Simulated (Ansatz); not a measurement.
Crystal: TaS2.

```
CELL_PARAMETERS angstrom
3.25817 0.00000 0.00000
-1.62909 2.82166 0.00000
0.00000 0.00000 5.69937
ATOMIC_POSITIONS crystal
Ta 0.00000 0.00000 0.00000
S 0.66667 0.33333 0.75000
S 0.33333 0.66667 0.25000
```

The cell isn't the ideal one: volume scaled by 0.92.

| Item | Value |
| --- | --- |
| Program | Ansatz 0.2.0 |
| Task | relaxation of cell and atoms |
| Functional | LDA |
| Potentials or basis | all-electron PAW datasets made for the crystal |
| k mesh | 9 × 9 × 5 |
| Occupations | gaussian, width 0.05 eV |
| Spin | collinear spin, random start |
| Starting moments | [-0.05, 0.0, 0.0] μB |

At the start: volume 17.47 Å³/atom.

Q: Where does the relaxation end?

A: Over 6 steps the energy falls by 98.3 meV/atom and the volume is 17.90 Å³/atom (+2.5 %); space group P-3m1 (No. 164, to 0.05 Å); moment 0.00 μB per cell.

The path:
```tsv
step	energy change (eV)	largest force (eV/Å)	volume (Å³)
1	0.0000	2.3227	52.40
2	-0.2428	0.7696	51.39
3	-0.2855	0.0019	53.84
4	-0.2946	0.0061	53.67
5	-0.2949	0.0027	53.69
6	-0.2950	0.0027	53.69
```

Final structure:
```yaml
crystal:
  lattice:
    - [3.29017, 0.00000, 0.00000]
    - [-1.64509, 2.84937, 0.00000]
    - [0.00000, 0.00000, 5.72682]
  atoms:
    - { symbol: Ta, position: [0.00000, 0.00000, 0.00000] }
    - { symbol: S, position: [0.66667, 0.33333, 0.73157] }
    - { symbol: S, position: [0.33333, 0.66667, 0.26843] }
```

Caveat: the program listed the state as in doubt; the starting moments weren't kept.
